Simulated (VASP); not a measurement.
A run of VASP 6.6.1 is set up as follows.

The input INCAR:

```
SYSTEM = WC
PREC = Accurate
ENCUT = 520
EDIFF = 1E-6
ISMEAR = 0
SIGMA = 0.15
LREAL = .False.
LASPH = .True.
NELM = 80
ALGO = Fast
ISIF = 2
LWAVE = .False.
LCHARG = .False.
GGA = PS
NBANDS = 16
```

File KPOINTS:

```
Automatic mesh
0
Gamma
  18 18 18
  0 0 0
```

POSCAR

```
WC
1.0
    0.0000000000      2.1926840000      2.1926840000
    1.8637814000      0.0000000000      2.1926840000
    1.8637814000      2.1926840000      0.0000000000
W C
1 1
Direct
    0.0000000000      0.0000000000      0.0000000000
    0.5000000000      0.5000000000      0.5000000000
```

Potentials or basis: VASP PAW PBE potentials, release 64 (W_sv, C).

Command:

```console
$ cat potpaw_PBE.64/W_sv/POTCAR potpaw_PBE.64/C/POTCAR > POTCAR
$ mpirun -np 1 vasp_std > vasp.out
```

Question: What does it give for the pressure?

Answer: 102.4 GPa.

Question: What does it give for the band gap on the k mesh?

Answer: None (metal or under the smearing width).

Stress tensor (GPa, compression positive):
```
253.48   0.00   0.00
  0.00  26.81   0.00
  0.00   0.00  26.81
```

Caveat: the cell as given lies far from equilibrium; so large a pressure means that the cell lies far from this level's equilibrium, or that cutoff or potentials fall short; the potentials were made for another functional, which shifts forces and pressure. The run has no spin-orbit coupling, so splittings on W are missing.
